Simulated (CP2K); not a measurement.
# Sn under changes of volume

One of the cells (28.673 Å³/atom); the others are scaled copies at fixed shape and fractional positions:

```
Sn
1.0
     3.40608    0.00000    0.00000
    -0.19543    3.40046    0.00000
    -1.55493   -1.74781    2.47562
Sn
1
Direct
  0.00000 0.00000 0.00000
```

This isn't the form of Sn at room conditions, which is tetragonal (white tin).

| Quantity | Value |
| --- | --- |
| Program | CP2K 2026.2 |
| Functional | PBE |
| Potentials or basis | POTENTIAL_UZH Sn GTH-PBE-q4; TZVP-MOLOPT-PBE-GTH basis |
| Density cutoff | 6123 eV |
| k mesh | 11 × 11 × 11 |
| Occupations | fermi-dirac, width 0.05 eV |
| Spin | no spin polarisation |

```tsv
volume (Å³/atom)	energy over the lowest point (meV/atom)	pressure (GPa)
26.953	17.19	3.3
27.526	7.39	2.1
28.100	1.81	1.0
28.673	0.00	0.0
29.247	1.55	-0.9
29.820	?	?
30.394	13.28	-2.4
```

Problem. What does the run at 29.820 Å³/atom give?

Solution. Energy over the lowest point 6.09 meV/atom; pressure -1.7 GPa.

Worked out: A Birch-Murnaghan fit of order 3 (a polynomial in V^(-2/3)) to the other rows has its minimum at 28.69 Å³/atom with B0 = V·E''(V) = 47 GPa and B' = 4.8 at fixed shape and positions, which overstates the stiffness. It gives 6.08 meV/atom at 29.820 Å³/atom, against the run's 6.09, and -dE/dV = -1.7 GPa, against -1.7.

Energies are extrapolated to zero smearing.

Caveats: the basis of atomic orbitals isn't converged, which shifts pressures, moduli and gaps.
